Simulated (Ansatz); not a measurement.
BaTiO₃: moving Ba off its site

BaTiO₃, R3m, a = 5.726 Å, c = 7.069 Å. The structure is a COD entry; whether it is the stable form wasn't checked. Ansatz: PBE, PAW, 420 eV, Γ-centred 6×6×6 mesh on 5 atoms, Gaussian smearing 0.05 eV; no spin polarisation.

```xyz
5
Lattice="2.8631 1.6530 2.3563 -2.8631 1.6530 2.3563 0.0000 -3.3060 2.3563" Properties=species:S:1:pos:R:3 pbc="T T T"
Ba    0.0000    0.0000    0.0350
Ti    0.0000    0.0000    3.6701
O     0.0000   -1.6179    4.6055
O    -1.4011    0.8089    4.6055
O     1.4011    0.8089    4.6055
```

Atom 1 (Ba) moves by x along the unit vector (0.000, 0.000, -1.000), with its periodic images; all else is held. y is the free energy of the cell over the start, F the force along the path summed over the moved atoms.

| x (Å) | y (meV) | F (eV/Å) |
| --- | --- | --- |
| -0.600 | ? | ? |
| -0.450 | 678.0 | 3.57 |
| -0.300 | 268.1 | 1.98 |
| -0.150 | 60.8 | 0.84 |
| 0.000 | 0.0 | 0.00 |
| 0.150 | 55.8 | -0.75 |
| 0.300 | 229.9 | -1.62 |
| 0.450 | 559.4 | -2.86 |
| 0.525 | 804.6 | -3.70 |
| 0.600 | 1119.8 | -4.73 |

Task: Fit y = c2 x² + c3 x³ + c4 x⁴ to the energies of the other rows, give the force constant, and predict energy and force of the missing row.

Result: Least squares on the rows shown. y = 2498.5 x² − 650.48 x³ + 2776.7 x⁴. The force constant is 2 c2 = 5.00 eV/Å² (for all images moving together, not for a lone atom). The force −dy/dx at the missing row is 6.10 eV/Å (computed 5.72). At x = -0.600 the fit asked for gives 1399.8 meV. The run gave 1367.2 meV, so the fit is 32.6 meV too high, 2.4 % of the span of the series, against an rms of 1.4 meV on the fitted rows. The row lies outside the fitted range. With a term in x⁵ added, a fit to the same known rows predicts 1370.7 meV, so most of the miss is curvature that the known rows already hold.

Cost: 10 runs of about 0.9 core-minutes in all, on Arm Neoverse V2 (shared hosts).

Ba sits in a single, stiffening well, and at every matched pair of displacements the negative side costs more: 678.0 meV at -0.450 Å against 559.4 meV at 0.450 Å. The coordinates suggest why. In this polar cell Ba is already displaced from its neighbouring oxygen plane, towards the oxygen layer on the negative-x side. Moving further that way compresses the shorter Ba–O contacts, whereas the opposite motion first brings Ba back towards the oxygen plane. Closed-shell repulsion between Ba²⁺ and O²⁻, which rises steeply at short range, probably accounts for both the negative cubic term and the hardening at large amplitude. Ba–Ti repulsion alone would favour the opposite asymmetry, since positive x carries Ba towards the nearer Ti along the axis.

The single well is compatible with the usual picture of ferroelectricity in BaTiO₃, driven mainly by Ti–O hybridisation and long-range dipolar forces. It is no test of that picture, because the polar instability is a collective motion of Ti against O, which this path doesn't sample.
